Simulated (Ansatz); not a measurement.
# Ti (P6/mmm) in Ansatz: a series of runs

Aim: see how the results for Ti move with the level of theory and the settings. Levels: revPBE, BLYP. Tasks: relaxation of cell and atoms.

All numbers are computed with Ansatz 0.2.0; they aren't measurements. Logs are shortened: lines on timing, memory, paths and dates and some standing lists are left out, and cuts for length are marked.

## (1) Starting point

Symmetry: P6/mmm, No. 191, hexagonal system. The conventional cell has a = 4.567 Å, b = 4.567 Å, c = 2.826 Å, α = 90.00°, β = 90.00°, γ = 120.00°. Ti (site symmetry -6m2) is surrounded by 11 Ti at 2.64 to 2.99 Å. Ti (site symmetry 6/mmm) is surrounded by 14 Ti at 2.83 to 2.99 Å.

This isn't the form of Ti at room conditions, which is hcp.

## (2) Relaxation of cell and atoms, revPBE

input.yaml reads:

```yaml
crystal:
  lattice:
    - [4.5673748306, 0.0, 0.0]
    - [-2.2836874153, 3.9554626319, 0.0]
    - [0.0, 0.0, 2.82624427]
  atoms:
    - { symbol: Ti, position: [0.6666666667, 0.3333333333, 0.5] }
    - { symbol: Ti, position: [0.3333333333, 0.6666666667, 0.5] }
    - { symbol: Ti, position: [0.0, 0.0, 0.0] }
kpoints:
  mp_grid: { grid: [7, 7, 9] }
scf:
  occupations: { method: fermi_dirac, width: 0.05 }
hamiltonian:
  xc: revpbe
  pseudopotentials: { kind: all_electron, lapw: { basis_error: 0.002 } }
output:
  forces: true
  stress: true
relax:
  f_tol: 0.005
  max_steps: 60
  cell: {}
```

Potentials or basis: all-electron LAPW, scalar-relativistic.

Launch:

```console
> ansatz run input.yaml --threads 2 --pin off --max-ram 6144MiB --backend cpu --events-out ev --progress --plain --runs-dir out
```

What it wrote:

```text
Warning: RAYON_NUM_THREADS=2 ignored (pool sized by the plan → 2); use --threads N
The last accepted step is kept in <dir> (removed where the run ends without a failure and the disk answers)
LAPW: plane waves up to 8.212 Å⁻¹, error target 2.0e-3 eV per atom; small_component_spin mean_spin; Ti in spheres of 1.279 Å, 12 of its electrons in bands, Dirac shells [] (how accurate: hamiltonian.pseudopotentials.lapw.basis_error, Limitations)
Engine: ansatz 0.2.0, x86_64-unknown-linux-gnu
Pseudopotentials: kind: all_electron
Pseudopotential: Ti, LAPW, valence charge 12, lapw/all_electron/scalar/gaussian/Ti, Koelling and Harmon's equation, gaussian nucleus
Functional definition: revPBE
  parameter kappa = 1.245
  parameter beta = 0.06672455060314922
  exchange = pbe_x(kappa = kappa, mu = beta*pi^2/3)
  correlation = pbe_c(beta = beta)
Crystal: 3 atoms, lattice volume = 51.059 Å³
Basis set: ecut = 256.9401644504648 eV, 457 PW (Γ), exchange–correlation at level 2
Bands: 22, of which v1, the nominal top of the filled ones, is band 18 counted from 1 (17 counted from 0)
Symmetry: 24 space group operations
Space group: P6/mmm (ITA 191), of the structure as read, at distance tolerance 3.7e-5 Å
k-points: 40 of 441
Non-local potential: Ti, projectors of the file, none
Initial density: superposition of atomic densities (chi_scale 0.1, normalization cell)
Initial wavefunctions: plane waves of lowest kinetic energy (no species holds an atomic orbital)
Functional: x = revpbe(κ = 1.245, μ = 0.2195149727645171), c = pbe(β = 0.06672455060314922)
iter 1 solved again at ethr=1.94e-3 eV; its pass at ethr=1.00e-1 eV (dr2=6.97e-1 eV) is discarded
SCF iter   1: F=—  HF=-69709.985657 eV  |F-HF|=—  |Δ(HF+E_count)|=         —  Δρ=3.61e-2  dr2=6.99e-1  ethr=1.94e-3  ⟨swp⟩=2.0  Hψ=6231  notcnv=0
preconditioner: auto → none  [metal: Δε(μ)=0.045 eV  Ē_g=2.745 eV  σ=0.050 eV  W_gap=0.21  n_scr=8 (ndim 8)  ℏωp=18.0 eV  f_vac=0.000  D(μ)=1.93/eV (n_scr^D=8)  sad-step TF]
SCF iter   2: F=—  HF=-69709.589291 eV  |F-HF|=—  |Δ(HF+E_count)|=   3.96e-1  Δρ=3.61e-2  dr2=2.04e0  ethr=1.94e-3  ⟨swp⟩=3.2  Hψ=3386  notcnv=0
SCF iter   3: F=—  HF=-69710.183112 eV  |F-HF|=—  |Δ(HF+E_count)|=   5.94e-1  Δρ=5.92e-2  dr2=5.53e0  ethr=1.94e-3  ⟨swp⟩=3.5  Hψ=3390  notcnv=0  recentre
iter 4 solved again at ethr=1.42e-4 eV; its pass at ethr=1.94e-3 eV (dr2=5.11e-2 eV) is discarded
SCF iter   4: F=—  HF=-69709.371154 eV  |F-HF|=—  |Δ(HF+E_count)|=   8.12e-1  Δρ=9.47e-3  dr2=5.10e-2  ethr=1.42e-4  ⟨swp⟩=2.0  Hψ=5143  notcnv=0  defer=1
SCF iter   5: F=—  HF=-69709.467182 eV  |F-HF|=—  |Δ(HF+E_count)|=         —  Δρ=2.34e-2  dr2=8.12e-1  ethr=1.42e-4  ⟨swp⟩=3.1  Hψ=3321  notcnv=0
the basis was enlarged: its passes take 159.4 KiB over the memory plan, 2 of 2 planned eigensolver slots
SCF iter   6: F=—  HF=-69709.372310 eV  |F-HF|=—  |Δ(HF+E_count)|=   9.49e-2  Δρ=5.10e-3  dr2=3.85e-2  ethr=1.42e-4  ⟨swp⟩=3.0  Hψ=3170  notcnv=0
SCF iter   7: F=—  HF=-69709.367469 eV  |F-HF|=—  |Δ(HF+E_count)|=   4.84e-3  Δρ=1.69e-3  dr2=4.05e-3  ethr=1.07e-4  ⟨swp⟩=2.0  Hψ=2936  notcnv=0
SCF iter   8: F=—  HF=-69709.366875 eV  |F-HF|=—  |Δ(HF+E_count)|=   5.94e-4  Δρ=1.96e-4  dr2=5.40e-5  ethr=1.13e-5  ⟨swp⟩=2.4  Hψ=2941  notcnv=0
SCF iter   9: F=—  HF=-69709.366868 eV  |F-HF|=—  |Δ(HF+E_count)|=   6.86e-6  Δρ=6.41e-5  dr2=5.75e-6  ethr=1.50e-7  ⟨swp⟩=2.3  Hψ=2938  notcnv=0
SCF iter  10: F=-69709.366867 eV  HF=-69709.366867 eV  |F-HF|=3.17e-9  |Δ(HF+E_count)|=   8.66e-7  Δρ=1.56e-6  dr2=1.93e-9  ethr=1.60e-8  ⟨swp⟩=2.5  Hψ=2955  notcnv=0
SCF 1 converged in 10 iterations: F = -69709.366867 eV  dr2 = 1.93e-9
relax step   1: F+E_penalty+E_count = -69709.36686728 eV  Δ(F+E_penalty+E_count) = +0.000e0 eV  max|allowed force component| = 1.480e-16 eV/Å  Δτ_max = 0.0000 Å  P = +3.148 GPa  Ω = 51.059 Å³  (10 SCF iters, accepted)
Crystal: 3 atoms, lattice volume = 53.723 Å³
Basis set: ecut = 248.37452394048807 eV, 457 PW (Γ), exchange–correlation at level 2
Initial density: handed on by an earlier stage of this run
Initial wavefunctions: those handed on with the density
iter 1 solved again at ethr=9.69e-7 eV; its pass at ethr=1.00e-1 eV (dr2=3.49e-4 eV) is discarded
SCF iter   1: F=—  HF=-69709.371216 eV  |F-HF|=—  |Δ(HF+E_count)|=         —  Δρ=5.96e-4  dr2=3.55e-4  ethr=9.69e-7  ⟨swp⟩=4.1  Hψ=5802  notcnv=0
preconditioner: auto → none  [metal: Δε(μ)=0.015 eV  Ē_g=2.369 eV  σ=0.050 eV  W_gap=0.07  n_scr=8 (ndim 8)  ℏωp=17.5 eV  f_vac=0.000  D(μ)=2.58/eV (n_scr^D=26)]
SCF iter   2: F=—  HF=-69709.371966 eV  |F-HF|=—  |Δ(HF+E_count)|=   7.50e-4  Δρ=2.21e-3  dr2=8.45e-3  ethr=9.69e-7  ⟨swp⟩=3.1  Hψ=3199  notcnv=0  recentre
SCF iter   3: F=—  HF=-69709.371152 eV  |F-HF|=—  |Δ(HF+E_count)|=   8.14e-4  Δρ=6.87e-4  dr2=6.94e-4  ethr=9.69e-7  ⟨swp⟩=3.1  Hψ=3196  notcnv=0
iter 4 solved again at ethr=6.74e-8 eV; its pass at ethr=9.69e-7 eV (dr2=2.42e-5 eV) is discarded
SCF iter   4: F=—  HF=-69709.371059 eV  |F-HF|=—  |Δ(HF+E_count)|=   9.29e-5  Δρ=2.17e-4  dr2=2.42e-5  ethr=6.74e-8  ⟨swp⟩=2.0  Hψ=4782  notcnv=0
SCF iter   5: F=—  HF=-69709.371042 eV  |F-HF|=—  |Δ(HF+E_count)|=   1.68e-5  Δρ=6.58e-5  dr2=2.02e-6  ethr=6.73e-8  ⟨swp⟩=3.0  Hψ=3132  notcnv=0
SCF iter   6: F=-69709.371043 eV  HF=-69709.371043 eV  |F-HF|=1.11e-8  |Δ(HF+E_count)|=   8.84e-7  Δρ=7.76e-6  dr2=2.25e-8  ethr=5.61e-9  ⟨swp⟩=3.0  Hψ=3028  notcnv=0
SCF 2 converged in 6 iterations: F = -69709.371043 eV  dr2 = 2.25e-8
relax step   2: F+E_penalty+E_count = -69709.37104329 eV  Δ(F+E_penalty+E_count) = -4.176e-3 eV  max|allowed force component| = 2.961e-16 eV/Å  Δτ_max = 0.0000 Å  P = -2.374 GPa  Ω = 53.723 Å³  (6 SCF iters, accepted)
Crystal: 3 atoms, lattice volume = 52.547 Å³
Basis set: ecut = 252.06647176233173 eV, 457 PW (Γ), exchange–correlation at level 2
iter 1 solved again at ethr=1.18e-7 eV; its pass at ethr=1.00e-1 eV (dr2=4.24e-5 eV) is discarded
SCF iter   1: F=—  HF=-69709.380869 eV  |F-HF|=—  |Δ(HF+E_count)|=         —  Δρ=3.63e-4  dr2=8.64e-5  ethr=1.18e-7  ⟨swp⟩=4.6  Hψ=6149  notcnv=0
preconditioner: auto → none  [metal: Δε(μ)=0.007 eV  Ē_g=2.407 eV  σ=0.050 eV  W_gap=0.04  n_scr=8 (ndim 8)  ℏωp=17.7 eV  f_vac=0.000  D(μ)=2.55/eV (n_scr^D=26)]
SCF iter   2: F=—  HF=-69709.380933 eV  |F-HF|=—  |Δ(HF+E_count)|=   6.39e-5  Δρ=7.91e-4  dr2=1.03e-3  ethr=1.18e-7  ⟨swp⟩=3.3  Hψ=3209  notcnv=0  recentre
SCF iter   3: F=—  HF=-69709.380864 eV  |F-HF|=—  |Δ(HF+E_count)|=   6.85e-5  Δρ=4.61e-4  dr2=2.95e-4  ethr=1.18e-7  ⟨swp⟩=3.4  Hψ=3213  notcnv=0
SCF iter   4: F=—  HF=-69709.380823 eV  |F-HF|=—  |Δ(HF+E_count)|=   4.12e-5  Δρ=1.33e-4  dr2=9.73e-6  ethr=1.18e-7  ⟨swp⟩=3.0  Hψ=3009  notcnv=0
iter 5 solved again at ethr=2.12e-10 eV; its pass at ethr=2.70e-8 eV (dr2=7.62e-8 eV) is discarded
SCF iter   5: F=—  HF=-69709.380820 eV  |F-HF|=—  |Δ(HF+E_count)|=   3.09e-6  Δρ=1.17e-5  dr2=7.56e-8  ethr=2.12e-10  ⟨swp⟩=2.8  Hψ=4921  notcnv=0
SCF iter   6: F=-69709.380820 eV  HF=-69709.380820 eV  |F-HF|=5.95e-9  |Δ(HF+E_count)|=   2.70e-8  Δρ=5.17e-6  dr2=7.50e-9  ethr=2.10e-10  ⟨swp⟩=2.8  Hψ=2988  notcnv=0
SCF 3 converged in 6 iterations: F = -69709.380820 eV  dr2 = 7.50e-9
relax step   3: F+E_penalty+E_count = -69709.38082008 eV  Δ(F+E_penalty+E_count) = -9.777e-3 eV  max|allowed force component| = 1.789e-16 eV/Å  Δτ_max = 0.0000 Å  P = -0.087 GPa  Ω = 52.547 Å³  (6 SCF iters, accepted)
Crystal: 3 atoms, lattice volume = 52.506 Å³
Basis set: ecut = 252.1980174039978 eV, 457 PW (Γ), exchange–correlation at level 2
iter 1 solved again at ethr=9.49e-9 eV; its pass at ethr=1.00e-1 eV (dr2=3.42e-6 eV) is discarded
SCF iter   1: F=—  HF=-69709.380841 eV  |F-HF|=—  |Δ(HF+E_count)|=         —  Δρ=6.61e-5  dr2=4.93e-6  ethr=9.49e-9  ⟨swp⟩=4.9  Hψ=5945  notcnv=0
preconditioner: auto → none  [metal: Δε(μ)=0.008 eV  Ē_g=2.410 eV  σ=0.050 eV  W_gap=0.04  n_scr=8 (ndim 8)  ℏωp=17.8 eV  f_vac=0.000  D(μ)=2.53/eV (n_scr^D=26)]
SCF iter   2: F=—  HF=-69709.380858 eV  |F-HF|=—  |Δ(HF+E_count)|=   1.66e-5  Δρ=3.07e-4  dr2=1.58e-4  ethr=9.49e-9  ⟨swp⟩=3.3  Hψ=3207  notcnv=0
SCF iter   3: F=—  HF=-69709.380841 eV  |F-HF|=—  |Δ(HF+E_count)|=   1.67e-5  Δρ=4.12e-5  dr2=2.65e-6  ethr=9.49e-9  ⟨swp⟩=3.3  Hψ=3203  notcnv=0
iter 4 solved again at ethr=4.41e-11 eV; its pass at ethr=7.36e-9 eV (dr2=1.59e-8 eV) is discarded
SCF iter   4: F=-69709.380841 eV  HF=-69709.380841 eV  |F-HF|=1.65e-8  |Δ(HF+E_count)|=   2.65e-7  Δρ=4.07e-6  dr2=1.56e-8  ethr=4.41e-11  ⟨swp⟩=2.5  Hψ=4803  notcnv=0
SCF 4 converged in 4 iterations: F = -69709.380841 eV  dr2 = 1.56e-8
relax step   4: F+E_penalty+E_count = -69709.38084105 eV  Δ(F+E_penalty+E_count) = -2.096e-5 eV  max|allowed force component| = 1.049e-16 eV/Å  Δτ_max = 0.0000 Å  P = -0.001 GPa  Ω = 52.506 Å³  (4 SCF iters, accepted)
iter 1 solved again at ethr=4.00e-11 eV; its pass at ethr=1.00e-1 eV (dr2=1.44e-8 eV) is discarded
SCF iter   1: F=—  HF=-69709.380841 eV  |F-HF|=—  |Δ(HF+E_count)|=         —  Δρ=4.18e-6  dr2=1.55e-8  ethr=4.00e-11  ⟨swp⟩=5.4  Hψ=5345  notcnv=0  reapply=10
preconditioner: auto → none  [metal: Δε(μ)=0.007 eV  Ē_g=2.410 eV  σ=0.050 eV  W_gap=0.04  n_scr=8 (ndim 8)  ℏωp=17.8 eV  f_vac=0.000  D(μ)=2.53/eV (n_scr^D=26)]
SCF iter   2: F=—  HF=-69709.380841 eV  |F-HF|=—  |Δ(HF+E_count)|=   5.05e-7  Δρ=1.70e-5  dr2=4.80e-7  ethr=4.00e-11  ⟨swp⟩=3.8  Hψ=3326  notcnv=0
SCF iter   3: F=-69709.380841 eV  HF=-69709.380841 eV  |F-HF|=2.68e-8  |Δ(HF+E_count)|=   4.89e-8  Δρ=3.72e-6  dr2=2.02e-8  ethr=4.00e-11  ⟨swp⟩=3.1  Hψ=3186  notcnv=0
SCF 5 converged in 3 iterations: F = -69709.380841 eV  dr2 = 2.02e-8
relax step   5: F+E_penalty+E_count = -69709.38084102 eV  Δ(F+E_penalty+E_count) = +2.619e-8 eV  max|allowed force component| = 9.869e-17 eV/Å  Δτ_max = 0.0000 Å  P = -0.001 GPa  Ω = 52.506 Å³  stress off target by 2.43e-3 GPa  SCF on the basis re-selected at this cell (its energy is not comparable with the rows above)  (3 SCF iters)
basis re-selected at this cell: Δ(F+E_penalty+E_count) = +2.619e-8 eV, ΔP = +0.000 GPa vs the last step (what re-selecting the basis moved, after the strain that the cell walked since its last selection, with what the two solves' SCF thresholds leave and, on support functions, any second-order correction that the steps lacked; it is no measure of the basis error at this ecutwfc). This SCF's stress stands 2.43e-3 GPa from its target on what of the cell is left free (relax.cell.stress_tol is 5.00e-2 GPa) and its largest allowed force component is 9.87e-17 eV/Å (relax.f_tol is 5.00e-3 eV/Å): within both
SCF converged after 3 iterations
Free energy (F): -69709.380841 eV
Harris-Foulkes:  -69709.380841 eV  (|F-HF|=2.68e-8)
Internal energy: -69709.359110 eV  (E = F + TS)
E sigma→0 (E₀):  -69709.369976 eV
Entropy (-TS):   -0.021731 eV (-7.244 meV/atom)
Fermi energy:    13.630448 eV
--- Per-component energies (eV) ---
  E_band       = -462.662202
  E_kinetic    = 70382.564126
  E_xc         = -3453.553204
  E_electrostatic = -136638.370031  (all electrons and nuclei)
  E_smearing   = -0.021731  (= −TS)
  E_closure    = 0.000000  (closes the sum)
  E_atoms      = -69690.202431  (free atoms, spherical and without spin; not in F)
  Σ components = -69709.380841   (vs F -69709.380841, Δ=0.00e0)
  Basis errors (estimates in eV, not in F): energy 3.9e-4 per atom: plane waves 3.4e-4 (1.9e-4 summed), levels above the bands 2.0e-11, relativity 1.7e-8, radial functions 5.1e-5, core shells 6.7e-7; eigenvalues (radial functions only) 5.8e-7; not estimated: angular momenta, meshes, grids; target (lapw.basis_error) 2.0e-3; muffin-tin radii Ti 1.291 Å
--- Forces (eV/Å), atoms counted from 1 ---
  atom   1  Ti     0.00000000    -0.00000000     0.00000000
  atom   2  Ti     0.00000000     0.00000000     0.00000000
  atom   3  Ti    -0.00000000     0.00000000     0.00000000
  max |Σ_I F_I| component: 3.70e-17 eV/Å
--- Stress (GPa, compression-positive) ---
        0.000264       0.000000       0.000000
        0.000000       0.000264       0.000000
        0.000000       0.000000      -0.002432
  P = ⅓ Tr σ = -0.0006 GPa (-0.006 kbar)
--- Relaxed structure (4 steps of the walk, 4 accepted, 1 SCFs on fresh bases) ---
  F+E_penalty+E_count = -69709.38084102 eV   max|allowed force component| = 9.869e-17 eV/Å   (the final SCF, on the basis selected at the relaxed cell)
  cell:  # Å, volume = 52.5060 Å³
    - [4.613490486443857, 0.0, 0.0]
    - [-2.3067452432219286, 3.995399961378208, 0.0]
    - [0.0, 0.0, 2.8485197771852797]
  atoms:
    - { symbol: Ti, position: [0.6666666666666666, 0.3333333333333333, 0.5] }
    - { symbol: Ti, position: [0.3333333333333333, 0.6666666666666666, 0.5] }
    - { symbol: Ti, position: [5.335308488136347e-35, 1.5824374799485167e-34, 0.0] }
```

Run time: 55 s. Hardware: 2 threads of Intel Xeon at 2.50GHz (Skylake/Cascade Lake), shared host; peak memory 0.35 GiB.

What came out:

| Quantity | Value |
| --- | --- |
| Free energy | -69709.3808 eV |
| Relaxed volume | 17.50 Å³/atom |
| Relaxed cell | a = 4.613 Å, b = 4.613 Å, c = 2.849 Å, α = 90.00°, β = 90.00°, γ = 120.00° |
| Space group after relaxing (to 0.05 Å) | P6/mmm (No. 191) |
| Energy gained by relaxing | 4.7 meV/atom |
| Ionic steps | 5 |
| Pressure after relaxing | 0.0 GPa |

The path:
```
step  energy change (eV)  largest force (eV/Å)  volume (Å³)
   1              0.0000                0.0000        51.06
   2             -0.0042                0.0000        53.72
   3             -0.0140                0.0000        52.55
   4             -0.0140                0.0000        52.51
   5             -0.0140                0.0000        52.51
```

Final structure:
```
Ti
1.0
     4.61349    0.00000    0.00000
    -2.30675    3.99540    0.00000
     0.00000    0.00000    2.84852
Ti
3
Direct
  0.66667 0.33333 0.50000
  0.33333 0.66667 0.50000
  0.00000 0.00000 0.00000
```

## (3) Relaxation of cell and atoms, BLYP

Changes to input.yaml since step 2:

```diff
@@ -14,3 +14,3 @@
 hamiltonian:
-  xc: revpbe
+  xc: blyp
   pseudopotentials: { kind: all_electron, lapw: { basis_error: 0.002 } }
```

Potentials or basis: all-electron LAPW, scalar-relativistic.

Launch:

```console
> ansatz run input.yaml --threads 2 --pin off --max-ram 6144MiB --backend cpu --events-out ev --progress --plain --runs-dir out
```

It took 60 s on 2 threads of Intel Xeon at 2.50GHz (Skylake/Cascade Lake), shared host; peak memory 0.35 GiB.

The run converged. Its results:

* Free energy: -69718.7232 eV
* Relaxed volume: 17.54 Å³/atom
* Relaxed cell: a = 4.613 Å, b = 4.613 Å, c = 2.856 Å, α = 90.00°, β = 90.00°, γ = 120.00°
* Space group after relaxing (to 0.05 Å): P6/mmm (No. 191)
* Energy gained by relaxing: 5.5 meV/atom
* Ionic steps: 5
* Pressure after relaxing: 0.0 GPa

The path:
```
step  energy change (eV)  largest force (eV/Å)  volume (Å³)
   1              0.0000                0.0000        51.06
   2             -0.0047                0.0000        53.98
   3             -0.0164                0.0000        52.69
   4             -0.0164                0.0000        52.63
   5             -0.0164                0.0000        52.63
```

Final structure:
```cif
data_structure
_symmetry_space_group_name_H-M 'P 1'
_symmetry_Int_Tables_number 1
_cell_length_a 4.6127
_cell_length_b 4.6127
_cell_length_c 2.8564
_cell_angle_alpha 90.000
_cell_angle_beta 90.000
_cell_angle_gamma 120.000
_cell_volume 52.63
loop_
_atom_site_label
_atom_site_type_symbol
_atom_site_fract_x
_atom_site_fract_y
_atom_site_fract_z
_atom_site_occupancy
Ti1 Ti 0.66667 0.33333 0.50000 1
Ti2 Ti 0.33333 0.66667 0.50000 1
Ti3 Ti 0.00000 0.00000 0.00000 1
```
